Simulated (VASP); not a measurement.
## SnSe (wurtzite): one PBE single-point calculation in two programs

```
CELL_PARAMETERS angstrom
5.07478 0.00000 0.00000
-2.53739 4.39489 0.00000
0.00000 0.00000 6.17368
ATOMIC_POSITIONS crystal
Sn 0.33333 0.66667 0.96086
Sn 0.66667 0.33333 0.46086
Se 0.33333 0.66667 0.41414
Se 0.66667 0.33333 0.91414
```

The two codes use different PAW datasets and cutoffs. VASP's cell holds 40 valence electrons and Ansatz's 60. Ansatz's stress includes a Pulay correction; VASP's doesn't.

Cutoffs: 520 eV in VASP, 420 eV in Ansatz. k meshes: 6×6×4 and 6×6×4.

```tsv
	VASP	Ansatz
gap between bands v and c	0.88 eV	0.87 eV
least direct gap	0.88 eV	0.88 eV
pressure	0.9 GPa	0.9 GPa
largest force	0.11 eV/Å	0.10 eV/Å
```

Band v is the last that the valence electrons fill when counted band by band, and c is the next. Levels in eV from the top of v, Ansatz:

```tsv
point	v−1	v	c	c+1
Γ	-2.32	-2.30	1.07	1.07
M	-2.11	-0.77	2.13	2.90
K	-0.49	-0.49	1.99	1.99
A	-1.64	-1.64	1.54	1.54
L	-0.84	-0.84	1.04	1.04
H	0.00	0.00	0.88	0.88
```

VASP:

```
point    v−1      v     c   c+1
    Γ  -2.32  -2.30  1.07  1.07
    M  -2.11  -0.77  2.13  2.90
    K  -0.49  -0.49  1.99  1.99
    A  -1.64  -1.64  1.54  1.54
    L  -0.84  -0.84  1.04  1.04
    H   0.00   0.00  0.88  0.88
```

Forces (eV/Å), VASP:

| atom | Fx | Fy | Fz |
| --- | --- | --- | --- |
| Sn | 0.000 | 0.000 | -0.112 |
| Sn | 0.000 | 0.000 | -0.112 |
| Se | 0.000 | 0.000 | 0.112 |
| Se | 0.000 | 0.000 | 0.112 |

Ansatz:

```
atom     Fx     Fy      Fz
  Sn  0.000  0.000  -0.104
  Sn  0.000  0.000  -0.104
  Se  0.000  0.000   0.104
  Se  0.000  0.000   0.104
```
